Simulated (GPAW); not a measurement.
The system is Si.

```
Si
1.0
     3.83132    0.00000    0.00000
    -1.91566    3.31802    0.00000
     0.00000    0.00000    6.33262
Si
4
Direct
  0.66667 0.33333 0.93699
  0.33333 0.66667 0.43699
  0.66667 0.33333 0.56301
  0.33333 0.66667 0.06301
```

This isn't the form of Si at room conditions, which is diamond.

| Property | Result |
| --- | --- |
| Program | GPAW 26.7.0 |
| Task | relaxation of cell and atoms |
| Functional | PBEsol |
| Dispersion | D3(BJ) |
| Potentials or basis | PAW data sets generated in the run's folder for this functional |
| Cutoff | 600 eV |
| Basis | pw |
| k mesh | 7 × 7 × 4 |
| Occupations | fermi-dirac, width 0.05 eV |
| Spin | no spin polarisation |

At the start: pressure -2.1 GPa; volume 20.13 Å³/atom.

Problem. Where does the relaxation end?

Solution. Over 4 steps the energy falls by 3.0 meV/atom and the volume is 19.67 Å³/atom (-2.3 %); space group P6_3/mmc (No. 194, to 0.05 Å).

Step by step:
| step | energy change (eV) | largest force (eV/Å) | pressure (GPa) | volume (Å³) |
| --- | --- | --- | --- | --- |
| 1 | 0.0000 | 0.0127 | -2.09 | 80.50 |
| 2 | -0.0028 | 0.0071 | -1.85 | 80.28 |
| 3 | -0.0121 | 0.0216 | 0.05 | 78.63 |
| 4 | -0.0121 | 0.0123 | -0.01 | 78.68 |

Final structure:
```
CELL_PARAMETERS angstrom
3.80258 0.00000 0.00000
-1.90129 3.29313 0.00000
0.00000 0.00000 6.28315
ATOMIC_POSITIONS crystal
Si 0.66667 0.33333 0.93710
Si 0.33333 0.66667 0.43710
Si 0.66667 0.33333 0.56290
Si 0.33333 0.66667 0.06290
```

Caveat: later steps reuse the first step's grids.
